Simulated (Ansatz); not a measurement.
# Hg: the crystal squeezed far

One table from this session's results is given with a row withheld; the runs are named, their logs left out.

Program: Ansatz 0.2.0. Level of theory: DFT PBE, with the methods named in each step. These are calculated values, not measurements.

### The structure to begin with

Symmetry: P6/mmm, No. 191, hexagonal system. Conventional cell: a = 3.355 Å, b = 3.355 Å, c = 3.153 Å, α = 90.00°, β = 90.00°, γ = 120.00°. Hg (site symmetry 6/mmm) has 8 Hg at 3.15 to 3.35 Å in its first shell of neighbours.

As a file:

```cif
data_structure
_symmetry_space_group_name_H-M 'P 1'
_symmetry_Int_Tables_number 1
_cell_length_a 3.3546
_cell_length_b 3.3546
_cell_length_c 3.1533
_cell_angle_alpha 90.000
_cell_angle_beta 90.000
_cell_angle_gamma 120.000
_cell_volume 30.73
loop_
_atom_site_label
_atom_site_type_symbol
_atom_site_fract_x
_atom_site_fract_y
_atom_site_fract_z
_atom_site_occupancy
Hg1 Hg 0.00000 0.00000 0.00000 1
```

Whether this phase is the stable one at these pressures isn't tested.

Set-up of the first run:

Input file input.yaml:

```yaml
crystal:
  lattice:
    - [3.3546260342, 0.0, 0.0]
    - [-1.6773130171, 2.9051913658, 0.0]
    - [0.0, 0.0, 3.1533484721]
  atoms:
    - { symbol: Hg, position: [0.0, 0.0, 0.0] }
kpoints:
  mp_grid: { grid: [13, 13, 12] }
scf:
  occupations: { method: fermi_dirac, width: 0.1 }
hamiltonian:
  xc: pbe
  pseudopotentials: { kind: paw }
output:
  forces: true
  stress: true
relax:
  f_tol: 0.005
  max_steps: 40
  cell: {}
```

Run with:

```
$ ansatz run input.yaml --threads 1 --pin off --max-ram 2048MiB --backend cpu --events-out ev --progress --plain --runs-dir out
```

Among the steps run: Cell relaxed at zero pressure, PAW; Volume scaled by 1, PAW; Shape and atoms relaxed at 0.9 of the volume, PAW; Volume scaled by 0.9, PAW; Volume scaled by 0.9, PAW (source ansatz); Shape and atoms relaxed at 0.8 of the volume, PAW; Volume scaled by 0.8, PAW; Shape and atoms relaxed at 0.7 of the volume, PAW; Volume scaled by 0.7, PAW; Shape and atoms relaxed at 0.6 of the volume, PAW; Volume scaled by 0.6, PAW; Volume scaled by 0.6, PAW (cutoff 300 eV); Shape and atoms relaxed at 0.5 of the volume, PAW; Volume scaled by 0.5, PAW; Shape and atoms relaxed at 0.4 of the volume, PAW; Volume scaled by 0.4, PAW; Volume scaled by 0.4, PAW (cutoff 250 eV).

One of the session's tables, all rows but one given; the rest of the session is left out.

| method | volume over the first | volume (Å³/atom) | pressure (GPa) |
| --- | --- | --- | --- |
| PAW | 1 | 28.298 | 0.04 |
| PAW | 0.9 | 25.468 | 2.98 |
| PAW | 0.8 | 22.638 | 9.83 |
| PAW | 0.7 | 19.808 | 25.50 |
| PAW | 0.6 | 16.979 | 61.62 |
| PAW | 0.5 | ? | ? |
| PAW | 0.4 | 11.319 | 377.52 |
| PAW (cutoff 250 eV) | 0.4 | 11.319 | 368.77 |
| PAW (cutoff 300 eV) | 0.6 | 16.979 | 62.16 |
| PAW (source ansatz) | 0.9 | 25.468 | 3.01 |

Q: Estimate the row for PAW, 0.5 from the others.

As computed: volume (Å³/atom): 14.149; pressure (GPa): 147.87. In the column «volume (Å³/atom)» it lies between PAW (cutoff 250 eV), 0.4 (11.319) and PAW, 0.6 (16.979).

Limits of these values: Warnings in the runs' records: cutoff below recommended.
